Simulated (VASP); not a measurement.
A run of VASP 6.6.1 is set up as follows.

The input INCAR:

```
  ALGO = Normal
  EDIFF = 1E-6
  EDIFFG = -0.01
  ENCUT = 600
  GGA = PS
  IBRION = 2
  ISIF = 3
  ISMEAR = -1
  LASPH = True
  LCHARG = False
  LDAU = True
  LDAUJ = 0 0
  LDAUL = 2 -1
  LDAUPRINT = 1
  LDAUTYPE = 2
  LDAUU = 8 0
  LMAXMIX = 4
  LREAL = False
  LWAVE = False
  NELM = 100
  NSW = 40
  PREC = Accurate
  SIGMA = 0.05
```

The input KPOINTS:

```
k-points
0
Gamma
  10 10 10
```

The input POSCAR:

```
Ti2C
1.0
    1.5406981810      0.8895225095      4.8137698526
   -1.5406981810      0.8895225095      4.8137698526
    0.0000000000     -1.7790450191      4.8137698526
Ti C
2 1
Direct
    0.7545021700      0.7545021700      0.7545021700
    0.2454978300      0.2454978300      0.2454978300
    0.5000000000      0.5000000000      0.5000000000
```

Potentials or basis: VASP PAW PBE potentials, release 64 (Ti_sv, C).

Launch:

```bash
$ cat potpaw_PBE.64/Ti_sv/POTCAR potpaw_PBE.64/C/POTCAR > POTCAR
$ mpirun -np 1 vasp_std > vasp.out
```

**Question.** What does it give for the band gap on the k mesh?

**Answer.** None (metal or under the smearing width).

**Question.** What does it give for the relaxed cell?

**Answer.** a = 5.258 Å, b = 5.258 Å, c = 5.258 Å, α = 34.88°, β = 34.88°, γ = 34.88°.

Step by step:
```
step  energy change (eV)  largest force (eV/Å)  pressure (GPa)  volume (Å³)
   1              0.0000                0.9478           15.11        39.58
   2              0.2158                1.4875          -17.38        47.15
   3             -0.1301                0.2145           -0.12        42.25
   4             -0.1303                0.1830            0.31        42.17
   5             -0.1302                0.1642            0.52        42.11
   6             -0.1322                0.0424            0.26        42.30
   7             -0.1323                0.0042            0.17        42.38
   8             -0.1325                0.0210           -0.21        42.48
   9             -0.1325                0.0164           -0.21        42.46
  10             -0.1325                0.0061            0.10        42.42
  11             -0.1325                0.0036            0.00        42.43
```

Caveat: the PAW data sets were made with another functional, which shifts forces and pressure a little; U without spin polarisation on a metal has little footing; the U is typed as a test and isn't derived for this compound.
